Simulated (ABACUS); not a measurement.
Cr: equation of state with rPW86PBE

The system is Cr.

```
Cr
1.0
    -1.48445    1.48445    1.48445
     1.48445   -1.48445    1.48445
     1.48445    1.48445   -1.48445
Cr
1
Direct
  0.00000 0.00000 0.00000
```

```yaml
Program: ABACUS 3.10.1
Task: equation of state
Functional: rPW86PBE
Potentials_or_basis: PseudoDojo NC SR 0.5 PBE stringent
Cutoff: 1646 eV
Density_cutoff: 6585 eV
Basis: plane waves
k_mesh: 10 × 10 × 10
Occupations: fermi-dirac, width 0.05 eV
Spin: collinear spin, ferromagnetic start
Starting_moments: "[3.0] μB"
```

```json
{
  "Equilibrium volume": "11.91 Å³/atom (rough: see the caveat)",
  "Bulk modulus": "249 GPa (rough)"
}
```

Energy against volume, from the lowest point:
```
volume (Å³/atom)  energy (meV/atom)
          12.299               0.00
          12.561              15.68
          12.823              38.02
          13.084              66.28
          13.346              99.80
          13.608             137.99
          13.870             180.31
```

All runs of the series together: 92 s on 4 threads of Intel(R) Xeon(R) Platinum 8488C (Sapphire Rapids), with other jobs on the host.

Caveat: the minimum lies outside the volumes run; the potentials were made for another functional, which shifts forces and pressure.
